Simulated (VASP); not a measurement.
Input of a VASP 6.6.1 run:

POSCAR

```
InP
1.0
    0.0000000000      2.9305000000      2.9305000000
    2.9305000000      0.0000000000      2.9305000000
    2.9305000000      2.9305000000      0.0000000000
In P
1 1
Direct
    0.0000000000      0.0000000000      0.0000000000
    0.7500000000      0.7500000000      0.7500000000
```

Contents of INCAR.step1:

```
SYSTEM = InP
PREC     = Accurate       ! precision mode
ENCUT    = 520            ! plane-wave cutoff, eV
EDIFF    = 1E-5           ! SCF threshold, eV
ISMEAR   = 0              ! smearing method
SIGMA    = 0.02           ! smearing width, eV
LREAL    = .False.        ! projectors in reciprocal space
LASPH    = .True.         ! aspherical terms in the spheres
NELM     = 80             ! most SCF steps
ALGO     = Normal         ! electronic algorithm
ISIF     = 2              ! what is computed and relaxed
LWAVE    = .True.         ! write WAVECAR
LCHARG   = .False.        ! write CHGCAR
GGA      = PE             ! functional
KPAR     = 4
```

The input INCAR.step2:

```
SYSTEM = InP
PREC     = Accurate       ! precision mode
ENCUT    = 520            ! plane-wave cutoff, eV
EDIFF    = 1E-6           ! SCF threshold, eV
ISMEAR   = 0              ! smearing method
SIGMA    = 0.02           ! smearing width, eV
LREAL    = .False.        ! projectors in reciprocal space
LASPH    = .True.         ! aspherical terms in the spheres
NELM     = 80             ! most SCF steps
ALGO     = Normal         ! electronic algorithm
ISIF     = 2              ! what is computed and relaxed
LWAVE    = .False.        ! write WAVECAR
LCHARG   = .False.        ! write CHGCAR
GGA      = PE             ! functional
LHFCALC  = .True.         ! exact exchange
HFSCREEN = 0.2            ! screening, 1/A
PRECFOCK = Fast         
ISTART   = 1            
KPAR     = 4
```

KPOINTS

```
regular mesh
0
Gamma
  6 6 6
  0 0 0
```

The input KPOINTS_OPT:

```
path GXWKGLUWLK,UX
12
line-mode
reciprocal
 0.0000000000  0.0000000000  0.0000000000  G
 0.5000000000  0.0000000000  0.5000000000  X

 0.5000000000  0.0000000000  0.5000000000  X
 0.5000000000  0.2500000000  0.7500000000  W

 0.5000000000  0.2500000000  0.7500000000  W
 0.3750000000  0.3750000000  0.7500000000  K

 0.3750000000  0.3750000000  0.7500000000  K
 0.0000000000  0.0000000000  0.0000000000  G

 0.0000000000  0.0000000000  0.0000000000  G
 0.5000000000  0.5000000000  0.5000000000  L

 0.5000000000  0.5000000000  0.5000000000  L
 0.6250000000  0.2500000000  0.6250000000  U

 0.6250000000  0.2500000000  0.6250000000  U
 0.5000000000  0.2500000000  0.7500000000  W

 0.5000000000  0.2500000000  0.7500000000  W
 0.5000000000  0.5000000000  0.5000000000  L

 0.5000000000  0.5000000000  0.5000000000  L
 0.3750000000  0.3750000000  0.7500000000  K

 0.6250000000  0.2500000000  0.6250000000  U
 0.5000000000  0.0000000000  0.5000000000  X
```

Potentials or basis: VASP PAW PBE potentials, release 64 (In_d, P).

Run with:

```sh
$ cat potpaw_PBE.64/In_d/POTCAR potpaw_PBE.64/P/POTCAR > POTCAR
$ cp INCAR.step1 INCAR
$ mpirun -np 4 vasp_std > vasp.out
$ cp INCAR.step2 INCAR
$ mpirun -np 4 vasp_std > vasp.out
```

Problem. What does it give for the band gap along the path?

Solution. 1.52 eV, direct.

Problem. Predict the band gap on the k mesh.

Solution. 1.52 eV, direct.

Problem. Estimate the pressure.

Solution. 1.3 GPa.

Levels at the corners of the path, in eV from the valence-band top:
| point | band 7 | band 8 | band 9 | band 10 | band 11 | band 12 |
| --- | --- | --- | --- | --- | --- | --- |
| Γ | 0.00 | 0.00 | 0.00 | 1.52 | 4.94 | 4.94 |
| X | -6.25 | -2.54 | -2.54 | 2.38 | 3.01 | 10.45 |
| X | -6.25 | -2.54 | -2.54 | 2.38 | 3.01 | 10.45 |
| W | -6.06 | -3.23 | -3.16 | 5.06 | 5.42 | 6.53 |
| W | -6.06 | -3.23 | -3.16 | 5.06 | 5.42 | 6.53 |
| K | -6.08 | -3.61 | -2.12 | 3.07 | 5.31 | 8.57 |
| K | -6.08 | -3.61 | -2.12 | 3.07 | 5.31 | 8.57 |
| Γ | 0.00 | 0.00 | 0.00 | 1.52 | 4.94 | 4.94 |
| Γ | 0.00 | 0.00 | 0.00 | 1.52 | 4.94 | 4.94 |
| L | -6.26 | -1.06 | -1.06 | 2.27 | 5.67 | 5.67 |
| L | -6.26 | -1.06 | -1.06 | 2.27 | 5.67 | 5.67 |
| U | -6.08 | -3.61 | -2.12 | 3.07 | 5.31 | 8.57 |
| U | -6.08 | -3.61 | -2.12 | 3.07 | 5.31 | 8.57 |
| W | -6.06 | -3.23 | -3.16 | 5.06 | 5.42 | 6.53 |
| W | -6.06 | -3.23 | -3.16 | 5.06 | 5.42 | 6.53 |
| L | -6.26 | -1.06 | -1.06 | 2.27 | 5.67 | 5.67 |
| L | -6.26 | -1.06 | -1.06 | 2.27 | 5.67 | 5.67 |
| K | -6.08 | -3.61 | -2.12 | 3.07 | 5.31 | 8.57 |
| U | -6.08 | -3.61 | -2.12 | 3.07 | 5.31 | 8.57 |
| X | -6.25 | -2.54 | -2.54 | 2.38 | 3.01 | 10.45 |

Caveat: the PAW data sets were made with another functional, which shifts forces and pressure a little; spin-orbit coupling is left out, which moves the levels of the heavy elements.

**Measured values to compare with.**

A printed reference work, data compilation reports, for a bulk crystal of InP at 1.6 K: band gap 1.4236 eV (direct).

A measured gap of InP is 1.4236 eV (direct; 1.6 K; a printed reference work, data compilation); the calculated 1.52 eV misses it by +0.09 eV. Spin-orbit coupling on In is left out. The value is that of HSE06, without temperature or zero-point motion.
